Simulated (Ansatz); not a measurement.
The system is TiTe2.

```
Ti Te
1.0
     3.02557    0.00000    0.00000
     0.00000    3.02557    0.00000
     0.00000    0.00000    9.30163
Ti Te
1 2
Direct
  0.00000 0.00000 0.00000
  0.00000 0.00000 0.29431
  0.00000 0.00000 0.70569
```

The cell was built by a generator and needn't be a form met in nature.

* Program: Ansatz 0.2.0
* Task: relaxation of cell and atoms
* Functional: revPBE
* Dispersion: D3(BJ)
* Potentials or basis: Ansatz PAW
* Cutoff: 420 eV (not typed: the program's choice for these potentials)
* k mesh: 9 × 9 × 3
* Occupations: fermi-dirac, width 0.05 eV
* Spin: no spin polarisation

At the start: volume 28.38 Å³/atom.

Q: How do energy, volume and symmetry change on relaxing?

A: It ends after 5 steps and the volume is 27.60 Å³/atom (-2.8 %); space group P4/mmm (No. 123, to 0.05 Å).

The path:
| step | energy change (eV) | largest force (eV/Å) | volume (Å³) |
| --- | --- | --- | --- |
| 1 | 0.0000 | 0.0353 | 85.15 |
| 2 | -0.0079 | 0.0269 | 82.89 |
| 3 | -0.0100 | 0.0182 | 82.79 |
| 4 | -0.0100 | 0.0003 | 82.79 |
| 5 | -0.0096 | 0.0003 | 82.79 |

Final structure:
```xyz
3
Lattice="3.0101 0.0000 0.0000 0.0000 3.0101 0.0000 0.0000 0.0000 9.1366" Properties=species:S:1:pos:R:3 pbc="T T T"
Ti    0.0000    0.0000    0.0000
Te    0.0000    0.0000    2.7310
Te    0.0000    0.0000    6.4056
```

Caveat: the plane-wave basis is chosen anew once the cell has moved, so the energies of steps on either side of that aren't comparable; the PAW data sets come from PBE, with cores solved anew for the run's functional, which leaves a small shift of forces and pressure.
